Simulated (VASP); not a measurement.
# BeS: convergence, elastic tensor from stress against strain

BeS, F-43m (no. 216), 2 atoms in the cell. HSE06, elastic tensor from stress against strain; PAW potentials S, Be (PBE set). VASP 6.6.1.

Wanted: elastic constants within 3 %.

Geometry: relaxed with this functional.

Elastic constants: the values given are C11, C12, C44.

The series start from Plane-wave cutoff (eV): 340; k mesh: 5x5x5; Strain step: 0.005. Each series keeps the choices made before it, and each single choice may use up half of a tolerance. Times cover all steps of a run.

## Plane-wave cutoff (eV)

| Plane-wave cutoff (eV) | Elastic constants, largest deviation against the largest value | Time (s) |
|---|---|---|
| 300 | 0.55 % | 89 |
| 340 | 0.083 % | 105 |
| 390 (reference) | 0 % | 150 |

## k mesh

| k mesh | Elastic constants, largest deviation against the largest value | Time (s) |
|---|---|---|
| 4x4x4 | 1.3 % | 54 |
| 5x5x5 | 0.39 % | 89 |
| 7x7x7 (reference) | 0 % | 351 |

## Strain step

| Strain step | Elastic constants, largest deviation against the largest value | Time (s) |
|---|---|---|
| 0.005 | 0 % | 54 |
| 0.0025 | 2 % | 40 |
| 0.01 | 0.86 % | 50 |

## Question

The rows run from the loosest to the tightest (no order: strain step). For each series: choose the loosest value from which every tighter one stays within half of the tolerance; where there is no order, keep the first row unless others stay within half of the tolerance and take at least 30 % less time, and then take the fastest.

## Answer

- Plane-wave cutoff (eV): 300
- k mesh: 4x4x4
- Strain step: 0.005

## All choices together

| Input | Elastic constants, largest deviation against the largest value | Time (s) |
|---|---|---|
| program defaults, KSPACING-like mesh of 0.5 per A (naive) | 2.1 % | 57 |
| chosen settings | 1.5 % | 54 |
| reference settings throughout | 0 % | 556 |

The tolerance is met.

Values of the reference run: Elastic constants: 167.5, 64.5, 87.9 GPa.

## The input

INCAR:
```
ALGO = All
EDIFF = 1E-7
EDIFFG = -0.002
ENCUT = 300
GGA = PE
HFSCREEN = 0.2
IBRION = 2
ISIF = 2
ISMEAR = 0
KPAR = 8
LASPH = True
LCHARG = False
LHFCALC = True
LREAL = False
LWAVE = False
NELM = 120
NSW = 30
PREC = Accurate
PRECFOCK = Fast
SIGMA = 0.02
```

KPOINTS:
```
Automatic mesh
0
Gamma
  4 4 4
  0 0 0
```

POSCAR.step1:
```
BeS
 1.0000000000000000
     0.0000000000000000    2.4254950836964184    2.4254950836964184
     2.4133676082779365    0.0000000000000000    2.4254950836964184
     2.4133676082779365    2.4254950836964184    0.0000000000000000
 S   Be
   1   1
Direct
  0.7500000000000000  0.7500000000000000  0.7500000000000000
  0.0000000000000000  0.0000000000000000  0.0000000000000000
```

POSCAR.step2:
```
BeS
 1.0000000000000000
     0.0000000000000000    2.4254950836964184    2.4254950836964184
     2.4376225591149003    0.0000000000000000    2.4254950836964184
     2.4376225591149003    2.4254950836964184    0.0000000000000000
 S   Be
   1   1
Direct
  0.7500000000000000  0.7500000000000000  0.7500000000000000
  0.0000000000000000  0.0000000000000000 -0.0000000000000000
```

POSCAR.step3:
```
BeS
 1.0000000000000000
     0.0000000000000000    2.4194313459871775    2.4194313459871775
     2.4254950836964184   -0.0060637377092410    2.4254950836964184
     2.4254950836964184    2.4254950836964184   -0.0060637377092410
 S   Be
   1   1
Direct
  0.7499999999999999  0.7499999999999999  0.7500000000000002
  0.0000000000000000  0.0000000000000000  0.0000000000000000
```

POSCAR.step4:
```
BeS
 1.0000000000000000
     0.0000000000000000    2.4315588214056594    2.4315588214056594
     2.4254950836964184    0.0060637377092410    2.4254950836964184
     2.4254950836964184    2.4254950836964184    0.0060637377092410
 S   Be
   1   1
Direct
  0.7500000000000001  0.7500000000000002  0.7499999999999998
  0.0000000000000000  0.0000000000000000 -0.0000000000000000
```

Commands (each step's output is kept before the next begins):
```
cat potpaw_PBE.64/S/POTCAR potpaw_PBE.64/Be/POTCAR > POTCAR
cp POSCAR.step1 POSCAR
mpirun -np 8 vasp_std > vasp.out
rm WAVECAR CHG
cp POSCAR.step2 POSCAR
mpirun -np 8 vasp_std > vasp.out
rm WAVECAR CHG
cp POSCAR.step3 POSCAR
mpirun -np 8 vasp_std > vasp.out
rm WAVECAR CHG
cp POSCAR.step4 POSCAR
mpirun -np 8 vasp_std > vasp.out
```

The naive input happens to agree within the tolerance here, in 57 s.

The chosen input took VASP 6.6.1 54 s on 8 cores (Intel Xeon Platinum 8488C (Sapphire Rapids)), a shared host.

## An input that fails: cell left free, so the strain relaxes away

It runs to its end, but against the unchanged starting input it is off by 100 % in the elastic constants.

Changes against the starting input:
```
(all steps)
- ISIF = 2
+ ISIF = 3
```
